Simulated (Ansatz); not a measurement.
GeTe:
Space group R3m, hexagonal axes (No. 160); a = 4.162 Å, b = 4.162 Å, c = 10.492 Å, α = 90.00°, β = 90.00°, γ = 120.00°

| atom | site | symmetry | x | y | z |
|---|---|---|---|---|---|
| Ge | 3a | 3m | 0.0000 | 0.0000 | 0.7624 |
| Te | 3a | 3m | 0.0000 | 0.0000 | 0.2376 |
(The calculation used a cell of 2 atoms; values per cell refer to that cell.)

Relaxed at zero pressure with plane-wave PAW PBEsol (Ansatz code).

### Question
The volume is raised by 9 % and shape and atoms relax at that volume. What pressure results, and how do the axes share the change?

### Answer
-2.8 GPa; a 1.8 %, b 1.8 %, c 5.2 %; the energy rises by 23 meV/atom.

### Question
Give the new structure.

### Answer

Space group R3m, hexagonal axes (No. 160); a = 4.236 Å, b = 4.236 Å, c = 11.041 Å, α = 90.00°, β = 90.00°, γ = 120.00°

```
atom  site  symmetry       x       y       z
----  ----  --------  ------  ------  ------
Ge      3a        3m  0.0000  0.0000  0.7674
Te      3a        3m  0.0000  0.0000  0.2326
```

The phase is kept; no other phase was compared at this pressure.

Symmetry was held in the PBEsol relaxation. Spin–orbit coupling is left out wherever it is not named.

Potentials: the later of the program's two PAW sets.
